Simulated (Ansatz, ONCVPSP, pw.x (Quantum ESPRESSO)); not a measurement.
## pw.x on bcc Mg: one setting changed

Potential: optimised norm-conserving Vanderbilt (ONCV), ONCVPSP 4.0.1.1 (patched build), PBE; core [Ne], reference 3s2; waves: 3s: rc 2.60 bohr, ncon 3, nbas 7, qcut 2.8 1/bohr, 2 projectors, debl 2.6 Ha; p scattering state at 0.24 Ha: rc 2.25 bohr, ncon 4, nbas 9, qcut 3.4 1/bohr, 2 projectors, debl 3 Ha; d scattering state at 0.04 Ha: rc 2.15 bohr, ncon 4, nbas 8, qcut 4.4 1/bohr, 2 projectors, debl 0.9 Ha; local part: polynomial inside 1.90 bohr (lpopt 4, dvloc0 4 Ha); core correction: none.

The reference run (k-mesh 13³, cutoffs 35/140 Ry, Fermi–Dirac 0.01 Ry, mixing_beta 0.4, conv_thr 1e-9, no spin) gives 0.57 GPa at 22.870 Å³/atom, where all-electron LAPW gives 0.19 GPa. This run, with its own iteration cap, changes nosym to true.

```
&control
  calculation='scf', prefix='x', pseudo_dir='./', outdir='./tmp', tstress=.true., disk_io='none'
/
&system
  ibrav=0, nat=1, ntyp=1, ecutwfc=35, ecutrho=140, nbnd=8,
  occupations='smearing', smearing='fd', degauss=0.01, nosym=.true.
/
&electrons
  conv_thr=1e-09, mixing_beta=0.4, electron_maxstep=50
/
ATOMIC_SPECIES
Mg 1.0 Mg.UPF
CELL_PARAMETERS angstrom
  -1.78814222 1.78814222 1.78814222
  1.78814222 -1.78814222 1.78814222
  1.78814222 1.78814222 -1.78814222
ATOMIC_POSITIONS crystal
Mg 0.0000 0.0000 0.0000
K_POINTS automatic
13 13 13 0 0 0
```

```bash
pw.x < Mg.scf.in > Mg.scf.out
```

Question: How does the run end?

Answer: It converges in 11 iterations; the free energy moves by +0.0 meV/atom and the pressure by +0.00 GPa. The result is that of the reference run.

```
lattice parameter (alat)  =       5.8528  a.u.
     unit-cell volume          =     154.3344 (a.u.)^3
     number of electrons       =         2.00
     number of Kohn-Sham states=            8
     kinetic-energy cutoff     =      35.0000  Ry
     charge density cutoff     =     140.0000  Ry
     scf convergence threshold =      1.0E-09
     Exchange-correlation= PBE
     number of k points=  1099  Fermi-Dirac smearing, width (Ry)=  0.0100
     iteration #  1     ecut=    35.00 Ry     beta= 0.40
     total energy              =      -1.76352213 Ry
     estimated scf accuracy    <       0.00393987 Ry
     iteration #  2     ecut=    35.00 Ry     beta= 0.40
     total energy              =      -1.76377798 Ry
     estimated scf accuracy    <       0.00142587 Ry
     iteration #  3     ecut=    35.00 Ry     beta= 0.40
     total energy              =      -1.76379260 Ry
     estimated scf accuracy    <       0.00000026 Ry
     [... 5 iterations left out ...]
     iteration #  9     ecut=    35.00 Ry     beta= 0.40
     total energy              =      -1.76379393 Ry
     estimated scf accuracy    <          7.8E-09 Ry
     iteration # 10     ecut=    35.00 Ry     beta= 0.40
     total energy              =      -1.76379394 Ry
     estimated scf accuracy    <          3.7E-09 Ry
     iteration # 11     ecut=    35.00 Ry     beta= 0.40
     the Fermi energy is     3.7099 ev
!    total energy              =      -1.76379394 Ry
     estimated scf accuracy    <          1.8E-11 Ry
     smearing contrib. (-TS)   =      -0.00215804 Ry
     The total energy is F=E-TS. E is the sum of the following terms:
     one-electron contribution =       1.24506346 Ry
     hartree contribution      =       0.00329286 Ry
     xc contribution           =      -0.85602545 Ry
     ewald contribution        =      -2.15396677 Ry
     convergence has been achieved in  11 iterations
          total   stress  (Ry/bohr**3)                   (kbar)     P=        5.75
     Message from routine punch:
     Nothing written, as per user request (disk_io='none')
```

The run took about 35 s on one core of a shared host (AMD EPYC 9R45 96-Core Processor, 96 threads, 376 GiB, load 44).
